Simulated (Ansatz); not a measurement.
SiC and a variant

Base: a measured structure from the Crystallography Open Database (COD), its atoms then relaxed with PBE in this cell.

```
Si C
1.0
     1.53890   -2.66750    0.00000
     1.53890    2.66750    0.00000
     0.00000    0.00000   15.12190
Si C
6 6
Direct
  0.16666 0.83334 0.85772
  0.83334 0.16666 0.35772
  0.50011 0.49989 0.52451
  0.49989 0.50011 0.02451
  0.83344 0.16656 0.69122
  0.16656 0.83344 0.19122
  0.50018 0.49982 0.64981
  0.49982 0.50018 0.14981
  0.16662 0.83338 0.98268
  0.83338 0.16662 0.48268
  0.83340 0.16660 0.81619
  0.16660 0.83340 0.31619
```

Sites (sets of like atoms) are named by element and the number of their first atom in this list.

The numbers come from a DFT calculation in Ansatz (PBE, plane waves and PAW, scalar-relativistic, 420 eV cutoff, Γ-centred 10×10×2 k-points, Fermi–Dirac smearing 0.02 eV).

Gradients in 10²¹ V/m²:

| site | atoms | V_zz base | η base | V_zz variant | η variant |
| --- | --- | --- | --- | --- | --- |
| Si1 | 1, 2 | 0.22 | 0.01 | -0.76 | 0.00 |
| Si3 | 3, 4 | -0.056 | 0.07 | -1.10 | 0.00 |
| Si5 | 5, 6 | 0.26 | 0.01 | -0.69 | 0.00 |
| C7 | 7, 8 | 0.21 | 0.06 | -0.23 | 0.06 |
| C9 | 9, 10 | 0.065 | 0.20 | -0.40 | 0.03 |
| C11 | 11, 12 | 0.031 | 0.41 | -0.45 | 0.03 |

(1) Which change was made?
A. atom 11 (C) moved by 0.10 Å along (0.000, 0.000, 0.100) Å
B. z compressed by 3 %, ions at fixed fractional positions
C. volume scaled by 1.06, ions at fixed fractional positions
D. volume scaled by 0.97, ions at fixed fractional positions

Results:

(1) B. The largest change of V_zz is on Si3, from -0.056 to -1.10. V_zz changes sign on Si5 (same axis), Si1 (same axis), C7 (same axis), C9 (same axis), C11 (same axis).

For the variant: At this changed cell the PBE pressure is 11 GPa. The atoms aren't relaxed in the changed cell (largest force 0.4 eV/Å).
